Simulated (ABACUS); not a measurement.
# W (Im-3m) in ABACUS: equation of state

Aim: energy against volume of W in PBEsol, for its equilibrium volume and stiffness.

Program: ABACUS 3.10.1. These are calculated values, not measurements. Logs are shortened: lines on timing, memory, paths and dates and some standing lists are left out, and cuts for length are marked.

### 1 The crystal as given

It takes space group Im-3m (No. 229, cubic). Conventional cell: a = 3.165 Å, b = 3.165 Å, c = 3.165 Å, α = 90.00°, β = 90.00°, γ = 90.00°. W (site symmetry m-3m) has 8 W at 2.74 Å as nearest neighbours.

### 2 Equation of state, PBEsol, 14.90 Å³/atom (volume scaled by 0.94)

INPUT reads:

```
INPUT_PARAMETERS
suffix              W
calculation         scf
basis_type          pw
pseudo_dir          ./
symmetry            1
dft_functional      pbesol
ecutwfc             74
pseudo_rcut         7
nspin               1
nbands              11
ks_solver           dav
smearing_method     fd
smearing_sigma      0.00367493
scf_thr             1e-08
scf_nmax            100
mixing_type         broyden
mixing_beta         0.7
cal_force           1
cal_stress          1
kpar                4
```

STRU reads:

```
ATOMIC_SPECIES
W 183.8400 W.upf

LATTICE_CONSTANT
1.8897261246

LATTICE_VECTORS
-1.5500431812 1.5500431812 1.5500431812
1.5500431812 -1.5500431812 1.5500431812
1.5500431812 1.5500431812 -1.5500431812

ATOMIC_POSITIONS
Direct

W
0.0
1
0.0000000000 0.0000000000 0.0000000000 1 1 1
```

KPT reads:

```
K_POINTS
0
Gamma
12 12 12 0 0 0
```

Potentials or basis: PseudoDojo NC SR 0.4.1 PBEsol standard, plane waves.

Command:

```
$ OMP_NUM_THREADS=1 mpirun -np 4 abacus > log
```

running log:

```text
ABACUS v3.10.1

               Atomic-orbital Based Ab-initio Computation at UStc

 ------------------------------------------------------------------------------------

 READING GENERAL INFORMATION
                           global_out_dir = OUT.W/
                           global_in_card = INPUT
                               pseudo_dir = ./
                              orbital_dir =
                                    DSIZE = 4
                                    GSIZE = 1

 READING UNITCELL INFORMATION
                                    ntype = 1
                  lattice constant (Bohr) = 1.88973
              lattice constant (Angstrom) = 1

 READING ATOM TYPE 1
                               atom label = W
                      L=0, number of zeta = 1
                      L=1, number of zeta = 1
                      L=2, number of zeta = 1
             number of atom for this type = 1

                        TOTAL ATOM NUMBER = 1
DIRECT COORDINATES
    atom                   x                   y                   z     mag                  vx                  vy                  vz
taud_W1            0.0000000000        0.0000000000        0.0000000000  0.0000        0.0000000000        0.0000000000        0.0000000000

                          Volume (Bohr^3) = 100.528
                             Volume (A^3) = 14.8967

 Lattice vectors: (Cartesian coordinate: in unit of a_0)
             -1.55004            +1.55004            +1.55004
             +1.55004            -1.55004            +1.55004
             +1.55004            +1.55004            -1.55004
 Reciprocal vectors: (Cartesian coordinate: in unit of 2 pi/a_0)
                   +0           +0.322572           +0.322572
            +0.322572                  +0           +0.322572
            +0.322572           +0.322572                  +0
 The esolver type has been set to : ksdft_pw

                PAO radial cut off (Bohr) = 7

 Read in pseudopotential file is W.upf
                     pseudopotential type = NC
          exchange-correlation functional = PBESOL
                 nonlocal core correction = 1
                        valence electrons = 14
                                     lmax = 3
                           number of zeta = 4
                     number of projectors = 8
                           L of projector = 0
                           L of projector = 0
                           L of projector = 1
                           L of projector = 1
                           L of projector = 2
                           L of projector = 2
                           L of projector = 3
                           L of projector = 3
     initial pseudo atomic orbital number = 10

 SETUP THE ELECTRONS NUMBER
             electron number of element W = 14
       total electron number of element W = 14
            AUTOSET number of electrons:  = 14
                           occupied bands = 7
                                   NBANDS = 11
                                   NLOCAL = 9

%%%%%%%%%%%%%%%%%%%%%%%%%%%%%%%%%%%%%%%%%%%%%%%%%%%%%%%%%%%%%%%%%%%%%%%%%%%%%%%%%%%%%%%%%%%%%%%%%%%%%%%%%%
 Warning: the number of valence electrons in pseudopotential > 6 for W: [Xe] 4f14 5d4 6s2
 Pseudopotentials with additional electrons can yield (more) accurate outcomes, but may be less efficient.
 If you're confident that your chosen pseudopotential is appropriate, you can safely ignore this warning.
%%%%%%%%%%%%%%%%%%%%%%%%%%%%%%%%%%%%%%%%%%%%%%%%%%%%%%%%%%%%%%%%%%%%%%%%%%%%%%%%%%%%%%%%%%%%%%%%%%%%%%%%%%

 SETUP THE PLANE WAVE BASIS
 energy cutoff for charge/potential (unit:Ry) = 296
            fft grid for charge/potential = [ 27, 27, 27 ]
                        fft grid division = [ 1, 1, 1 ]
        big fft grid for charge/potential = [ 27, 27, 27 ]
                                     nbxx = 19683
                                     nrxx = 19683

 SETUP PLANE WAVES FOR CHARGE/POTENTIAL
                    number of plane waves = 8589
                         number of sticks = 563

 PARALLEL PW FOR CHARGE/POTENTIAL
     PROC   COLUMNS(POT)             PW
        1            563           8589
 --------------- sum -------------------
        1            563           8589
                            number of |g| = 119
                                  max |g| = 26.6374
                                  min |g| = 0

----------- Double Check Mixing Parameters Begin ------------
mixing_type: broyden
mixing_beta: 0.7
mixing_gg0: 1
mixing_gg0_min: 0.1
mixing_ndim: 8
----------- Double Check Mixing Parameters End ------------

 LATTICE VECTORS: (CARTESIAN COORDINATE: IN UNIT OF A0)
             -1.55004            +1.55004            +1.55004
             +1.55004            -1.55004            +1.55004
             +1.55004            +1.55004            -1.55004
                       right hand lattice = 1
                                   NORM_A = 2.68475
                                   NORM_B = 2.68475
                                   NORM_C = 2.68475
                           ALPHA (DEGREE) = 109.471
                           BETA  (DEGREE) = 109.471
                           GAMMA (DEGREE) = 109.471

 The lattice vectors have been changed (STRU_SIMPLE.cif)

(for optimal symmetric configuration:)
                             BRAVAIS TYPE = 2
                     BRAVAIS LATTICE NAME = 02. Cubic I (body-centered)
                                    ibrav = 2
                                    IBRAV = 2
                                  BRAVAIS = BODY CENTERED CUBIC
                       LATTICE CONSTANT A = 3.10009
Original cell was already a primitive cell.
                        ROTATION MATRICES = 48
              PURE POINT GROUP OPERATIONS = 48
                   SPACE GROUP OPERATIONS = 48
                              POINT GROUP = O_h
               POINT GROUP IN SPACE GROUP = O_h

 SETUP K-POINTS
                                    nspin = 1
                   Input type of k points = Monkhorst-Pack(Gamma)
                                   nkstot = 1728
                       right hand lattice = 1
(for reciprocal lattice: )
                             BRAVAIS TYPE = 3
                     BRAVAIS LATTICE NAME = 03. Cubic F (face-centered)
                                    ibrav = 3
                       right hand lattice = 1
(for k-lattice: )
                             BRAVAIS TYPE = 3
                     BRAVAIS LATTICE NAME = 03. Cubic F (face-centered)
                                    ibrav = 3
                       right hand lattice = 1
                        ROTATION MATRICES = 48
                               nkstot_ibz = 72
K-POINTS REDUCTION ACCORDING TO SYMMETRY
     IBZ    DIRECT_X    DIRECT_Y    DIRECT_Z  WEIGHT  ibz2bz
       1  0.00000000  0.00000000  0.00000000  0.0006       0
       2 -0.08333333  0.08333333  0.00000000  0.0069       1
       3 -0.16666667  0.16666667  0.00000000  0.0069       2
       4 -0.25000000  0.25000000  0.00000000  0.0069       3
       5 -0.33333333  0.33333333  0.00000000  0.0069       4
       6 -0.41666667  0.41666667  0.00000000  0.0069       5
[... 22 lines left out ...]
      29 -0.16666667  0.16666667  0.08333333  0.0139     178
      30  0.41666667  0.25000000  0.25000000  0.0139     183
[... 42 further k points ...]

                               nkstot now = 72
[... K-POINTS DIRECT COORDINATES: 72 rows ...]

           k-point number in this process = 18
       minimum distributed K point number = 18
[... stars of the k points ...]

[... K-POINTS CARTESIAN COORDINATES: 18 rows ...]

[... K-POINTS DIRECT COORDINATES: 18 rows ...]

 SETUP PLANE WAVES FOR WAVE FUNCTIONS
     energy cutoff for wavefunc (unit:Ry) = 74
              fft grid for wave functions = [ 27, 27, 27 ]
                    number of plane waves = 1601
                         number of sticks = 181

 PARALLEL PW FOR WAVE FUNCTIONS
     PROC   COLUMNS(POT)             PW
        1            181           1601
 --------------- sum -------------------
        1            181           1601

 SETUP NONLOCAL PSEUDOPOTENTIALS IN PLANE WAVE BASIS
 W non-local projectors:
 projector 1 L=0
 projector 2 L=0
 projector 3 L=1
 projector 4 L=1
 projector 5 L=2
 projector 6 L=2
 projector 7 L=3
 projector 8 L=3
      TOTAL NUMBER OF NONLOCAL PROJECTORS = 32

 Init Non-Local PseudoPotential table :
 Init Non-Local-Pseudopotential done.

                                     npwx = 1084

 Make real space PAO into reciprocal space.
       max mesh points in Pseudopotential = 701
     dq(describe PAO in reciprocal space) = 0.01
                                    max q = 1037

 number of pseudo atomic orbitals for W is 4
WARNING: norm of atomic wavefunction # 3 of atomic type W is 0.999353, renormalized
WARNING: norm of atomic wavefunction # 4 of atomic type W is 0.996494, renormalized

 -------------------------------------------
 SELF-CONSISTENT
 -------------------------------------------
                                 init_chg = atomic

 PW ALGORITHM --------------- ION=   1  ELEC=   1--------------------------------
 Notice: Threshold on eigenvalues was too large.
 hsover_error=0.14 > DRHO=0.0347181
 Origin diag ethr = 0.01
 New diag ethr = 0.000247986

 Density error is 0.0372979868183
                          Error Threshold = 0.000247986176491
----------------------------------------------------------
     Energy           Rydberg                 eV
----------------------------------------------------------
 E_KohnSham     -151.6537096525      -2063.3545741121
 E_Harris       -152.7238918354      -2077.9151496966
 E_Fermi        1.7860378922         24.3002921784
----------------------------------------------------------
[... 51 lines left out ...]
 Density error is 3.52831173756e-09
                          Error Threshold = 1.83538908905e-10
----------------------------------------------------------
     Energy           Rydberg                 eV
----------------------------------------------------------
 E_KohnSham     -151.6597162292      -2063.4362977797
 E_KS(sigma->0) -151.6595258989      -2063.4337082035
 E_Harris       -151.6594106994      -2063.4321408337
 E_band         -4.6235900492        -62.9071698855
 E_one_elec     -12.0393620153       -163.8039236922
 E_Hartree      15.1809832603        206.5478735832
 E_xc           -33.0441282671       -449.5884298760
 E_Ewald        -121.7568285466      -1656.5866386423
 E_entropy(-TS) -0.0003806605        -0.0051791524
 E_descf        0.0000000000         0.0000000000
 E_exx          0.0000000000         0.0000000000
 E_Fermi        1.7624683337         23.9796118830
----------------------------------------------------------

 charge density convergence is achieved
 final etot is -2063.4362978 eV
 EFERMI = 23.979611883 eV

 STATE ENERGY(eV) AND OCCUPATIONS    NSPIN == 1
 1/18 kpoint (Cartesian) = 0.0000 0.0000 0.0000 (1061 pws)
       1       -50.0788     0.00115741
       2       -13.5302     0.00115741
       3       -13.5302     0.00115741
       4       -13.5302     0.00115741
       5        14.0032     0.00115741
       6        22.6477     0.00115741
       7        22.6477     0.00115741
       8        22.6477     0.00115741
       9        26.3709    1.96309e-24
      10        26.3709    1.96309e-24
      11        38.6406        0.00000
[... 53 lines left out ...]
 6/18 kpoint (Cartesian) = 0.13440 -0.13440 0.0000 (1080 pws)
       1       -49.9137      0.0138889
       2       -15.0160      0.0138889
       3       -14.0060      0.0138889
       4       -13.5415      0.0138889
       5        17.3478      0.0138889
       6        20.2462      0.0138889
       7        23.9592     0.00834125
       8        26.4242    8.11895e-24
       9        27.2187    1.02019e-30
      10        29.7505    1.04099e-52
      11        36.1718        0.00000

[... levels at 12 further k points ...]

------------------------------------------------------------------------------------------
 TOTAL-FORCE (eV/Angstrom)
------------------------------------------------------------------------------------------
                        W1         0.0000000000         0.0000000000         0.0000000000
------------------------------------------------------------------------------------------

----------------------------------------------------------------
 TOTAL-STRESS (KBAR)
----------------------------------------------------------------
       185.6828656350         0.0000000000         0.0000000000
         0.0000000000       185.6828656350        -0.0000000000
        -0.0000000000        -0.0000000000       185.6828656350
----------------------------------------------------------------
 TOTAL-PRESSURE: 185.682866 KBAR

 --------------------------------------------
 !FINAL_ETOT_IS -2063.4362977796845371 eV
 --------------------------------------------
```

Wall time 5.5 s (4 MPI ranks of Intel Xeon Platinum 8488C (Sapphire Rapids), shared host); peak memory 0.24 GiB.

What came out:

| Quantity | Value |
| --- | --- |
| Free energy | -2063.4363 eV |
| Pressure | 18.6 GPa |
| Band gap on the k mesh | none (metal or under the smearing width) |

(Continued in part 2 of 2.)
